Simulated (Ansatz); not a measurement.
## Bi under changes of volume

One of the cells (31.117 Å³/atom); the others are scaled copies at fixed shape and fractional positions:

```
CELL_PARAMETERS angstrom
-1.98143 1.98143 1.98143
1.98143 -1.98143 1.98143
1.98143 1.98143 -1.98143
ATOMIC_POSITIONS crystal
Bi 0.00000 0.00000 0.00000
```

This isn't the form of Bi at room conditions, which is rhombohedral.

| Item | Value |
| --- | --- |
| Program | Ansatz 0.2.0 |
| Functional | PBE |
| Potentials or basis | all-electron LAPW, scalar-relativistic |
| Cutoff | 173 eV (chosen from the basis error) |
| Basis error allowed | 0.0005 eV/atom |
| k mesh | 9 × 9 × 9 |
| Occupations | fermi-dirac, width 0.05 eV |
| Spin | no spin polarisation |

```tsv
volume (Å³/atom)	energy over the lowest point (meV/atom)	pressure (GPa)
29.250	34.05	4.9
29.872	17.75	3.4
30.495	6.94	2.1
31.117	1.19	0.9
31.739	0.00	-0.2
32.362	?	?
32.984	9.15	-2.0
```

Question: What does the run at 32.362 Å³/atom give?

Answer: Energy over the lowest point 2.82 meV/atom; pressure -1.2 GPa.

Worked out: A Birch-Murnaghan fit of order 3 (a polynomial in V^(-2/3)) to the other rows has its minimum at 31.61 Å³/atom with B0 = V·E''(V) = 54 GPa and B' = 4.5. It gives 2.76 meV/atom at 32.362 Å³/atom, against the run's 2.82, and -dE/dV = -1.2 GPa, against -1.2.

Energies are extrapolated to zero smearing.
